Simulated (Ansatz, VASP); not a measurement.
# One calculation of BaTiO3, two programs

The input INCAR:

```
PREC = Accurate ; ENCUT = 520
EDIFF = 1E-6 ; ISMEAR = -1
SIGMA = 0.05 ; LREAL = False
LASPH = True ; NELM = 80
ALGO = Normal ; ISIF = 2
LWAVE = False ; LCHARG = False
GGA = PE ; IVDW = 12
NBANDS = 28
```

The input KPOINTS:

```
regular mesh
0
Gamma
  7 7 7
```

Contents of POSCAR:

```
BaTiO3
1.0
    4.0262895137      0.0000000000      0.0000000000
    0.0000000000      4.0262895137      0.0000000000
    0.0000000000      0.0000000000      4.0446100470
Ba Ti O
1 1 3
Direct
    0.0000000000      0.0000000000      0.0000000000
    0.5000000000      0.5000000000      0.4900000000
    0.0000000000      0.5000000000      0.5170000000
    0.5000000000      0.0000000000      0.5170000000
    0.5000000000      0.5000000000      0.0190000000
```

File input.yaml:

```yaml
crystal:
  lattice:
    - [4.0262895137, 0.0, 0.0]
    - [0.0, 4.0262895137, 0.0]
    - [0.0, 0.0, 4.044610047]
  atoms:
    - { symbol: Ba, position: [0.0, 0.0, 0.0] }
    - { symbol: Ti, position: [0.5, 0.5, 0.49] }
    - { symbol: O, position: [0.0, 0.5, 0.517] }
    - { symbol: O, position: [0.5, 0.0, 0.517] }
    - { symbol: O, position: [0.5, 0.5, 0.019] }
hamiltonian:
  xc: pbe
  pseudopotentials: { kind: paw }
  dispersion: d3bj
kpoints:
  mp_grid: { grid: [7, 7, 7] }
scf:
  occupations: { method: fermi_dirac, width: 0.05 }
output:
  forces: true
  stress: true
  eigenvalues: true
  write_density: true
  write_potential: true
  elf: true
  volumetric_format: npy
```

Alike in both runs: task single point; functional PBE; dispersion D3(BJ); k mesh 7 × 7 × 7; occupations fermi-dirac, width 0.05 eV; no spin polarisation.

|  | VASP | Ansatz |
| --- | --- | --- |
| version | VASP 6.6.1 | Ansatz 0.2.0 |
| potentials or method | VASP PAW PBE potentials, release 64 (Ba_sv, Ti_sv, O) | Ansatz PAW |
| plane-wave cutoff (eV) | 520 | 420 |
| valence electrons in the cell | 40 | 40 |

Ansatz gave:

```
gap on the k mesh at the Fermi level (eV)       : 1.89
least direct gap on the mesh (eV)               : 2.06
pressure (GPa)                                  : -4.1
largest component of the traceless stress (GPa) : 0.54
rms of the force components (eV/Å)              : 0.133
dispersion energy (meV/atom)                    : -259.0
```

Question: Estimate VASP's values.

Answer: gap on the k mesh at the Fermi level (eV): 1.82; least direct gap on the mesh (eV): 2.03; pressure (GPa): -2.4; largest component of the traceless stress (GPa): 0.57; rms of the force components (eV/Å): 0.124; dispersion energy (meV/atom): -259.0.

Atom by atom the forces differ by 0.016 eV/Å (rms over components).

Caveats: spin-orbit coupling is left out, which moves the levels of the heavy elements; an odd mesh through Γ misses points on the zone boundary, where band edges often lie (VASP); odd divisions of the mesh miss points on the zone boundary, where band edges often lie, so the gap on the mesh can be too wide (Ansatz); the pressure holds a Pulay correction of +0.5 GPa for the finite cutoff (Ansatz). As with any semilocal functional, this PBE gap is likely too small.
